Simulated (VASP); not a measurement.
Set up this calculation in VASP 6.6.1, as the native input.

| Quantity | Value |
| --- | --- |
| Task | relaxation of the atoms |
| Functional | LDA |
| Potentials or basis | VASP PAW LDA potentials, release 64 (O, Co, Pt) |
| Cutoff | 520 eV |
| k mesh | 8 × 8 × 1 |
| Occupations | fermi-dirac, width 0.05 eV |
| Spin | collinear spin, ferromagnetic start |
| Starting moments | [0.0, 0.0, 0.0, 0.0, 2.0, 2.0, 0.0] μB |
| Dipole correction | yes |
| Atoms held fixed (from 0) | [0, 4, 1] |
| Further INCAR settings | ALGO = Normal; EDIFF = 1e-06; IBRION = 2; EDIFFG = -0.005; NSW = 40 |

The structure of Co2PtO4 lies in POSCAR:

```
Co2PtO4
1.0
    2.8245398345      0.0000000000      0.0000000000
   -1.4122699173      2.4461232507      0.0000000000
    0.0000000000      0.0000000000     22.8788124025
O Co Pt
4 2 1
Selective dynamics
Direct
    0.0000000000      0.0000000000      0.3278142182  F F F
    0.6666666667      0.3333333333      0.4125836222  F F F
    0.6666666667      0.3333333333      0.5874163778  T T T
    0.3333333333      0.6666666667      0.6721857818  T T T
    0.3333333333      0.6666666667      0.3701989202  F F F
    0.0000000000      0.0000000000      0.6298010798  T T T
    0.6666666667      0.3333333333      0.5000000000  T T T
```

The input as run:

INCAR

```
SYSTEM = Co2PtO4
ALGO = Normal
DIPOL = 0.5 0.5 0.500
EDIFF = 1E-6
EDIFFG = -0.005
ENCUT = 520
GGA = CA
IBRION = 2
IDIPOL = 3
ISIF = 2
ISMEAR = -1
ISPIN = 2
LASPH = .True.
LCHARG = .False.
LDIPOL = .True.
LMAXMIX = 4
LORBIT = 11
LREAL = .False.
LWAVE = .False.
MAGMOM = 0 0 0 0 2 2 0
NELM = 100
NSW = 40
PREC = Accurate
SIGMA = 0.05
```

KPOINTS

```
k-points
0
Gamma
  8 8 1
  0 0 0
```

Potentials or basis: VASP PAW LDA potentials, release 64 (O, Co, Pt).

Command:

```console
$ cat potpaw_LDA.64/O/POTCAR potpaw_LDA.64/Co/POTCAR potpaw_LDA.64/Pt/POTCAR > POTCAR
$ mpirun -np 1 vasp_std > vasp.out
```

It gave:

The energy gained by relaxing is 18.2 meV/atom and the ionic steps are 15. The band gap on the k mesh is none (metal or under the smearing width), the net moment is 0.89 μB per cell and the site moments are O +0.06, +0.02, +0.07; Co +0.35, +0.32; Pt +0.02 μB. The valence electrons inside the program's atomic spheres are O 4.87, 4.99, 5.00, 4.93; Co 8.44, 8.56; Pt 9.27.

Caveat: semilocal functionals often make such compounds metallic where correlation or magnetic order opens a gap, which also shifts bond lengths.

Wall time 31 min on 1 thread of Intel(R) Xeon(R) Platinum 8488C (Sapphire Rapids), with other jobs on the host, peak memory 0.33 GiB.
